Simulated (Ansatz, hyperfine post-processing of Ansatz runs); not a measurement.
# Li2MnF4: isotropic lines and sites in a paramagnetic 7Li spectrum

Calculated values: DFT, r2SCAN, plane-wave PAW, default files (PAW set soft_2), collinear spin, scalar-relativistic (Ansatz), contact and point-dipole shifts scaled to 330 K with Θ = 0 K (a pure Curie law); spin-only moments, above the ordering temperature.

```
Mn F Li
1.0
     9.48746    0.00000    0.00000
     0.00000    4.74373    0.00000
    -2.37187   -2.37187    4.37987
Mn F Li
2 8 4
Direct
  0.00000 0.00000 0.00000
  0.50000 0.00000 0.00000
  0.20445 0.33014 0.22119
  0.70445 0.33014 0.22119
  0.05447 0.59110 0.77881
  0.55447 0.59110 0.77881
  0.40614 0.89105 0.22119
  0.90614 0.89105 0.22119
  0.33493 0.18771 0.77881
  0.83493 0.18771 0.77881
  0.37500 0.25000 0.50000
  0.87500 0.25000 0.50000
  0.25000 0.50000 0.00000
  0.75000 0.50000 0.00000
```

7Li MAS at 7.05 T (116.7 MHz), 30 kHz, 330 K; contact and dipolar shift alone, no orbital or quadrupolar part; lines under 1.5 % of the strongest are left out. Lines of the NMR spectrum (strongest = 100):

| position (ppm) | intensity |
| --- | --- |
| -1352.6 | 2.2 |
| -1095.5 | 6.5 |
| -884.8 | 2.2 |
| -838.3 | 18 |
| -627.6 | 17 |
| -581.2 | 24 |
| -370.5 | 100 |
| -324.0 | 38 |
| -113.3 | 87 |
| -66.9 | 7.7 |
| 143.8 | 36 |
| 190.3 | 35 |
| 401.0 | 36 |
| 447.4 | 67 |
| 658.1 | 8.2 |
| 704.6 | 69 |
| 915.3 | 2.2 |
| 961.7 | 18 |
| 1218.8 | 3.1 |

Q: Find the isotropic shifts among the lines and assign them to the Li sites.

Sidebands are spaced by 257 ppm (the spinning rate over the resonance of 116.7 MHz). An isotropic line need not be the tallest: it is the area-weighted centre of its own family of sidebands, and the one that stays put when the rate is changed. Isotropic shifts: -113 ppm for atom 11 and the 1 atom equivalent to it (4 Mn through links of 113° (4)), reduced anisotropy 752 ppm; 190 ppm for atom 13 and the 1 atom equivalent to it (4 Mn through links of 118° (4)), reduced anisotropy -1312 ppm. The families' total areas stand as 1:1; where areas are equal the match rests on the calculation.

[Logs are printed without paths, hosts, clocks, repeated set-up lines and the standing remarks that a program may print on its own settings, such as how far it seeks lower states.]

[Hosts, paths, dates, database ids (printed as entryN), source tags and the programs' standing remarks are cut or masked in the printed files.]
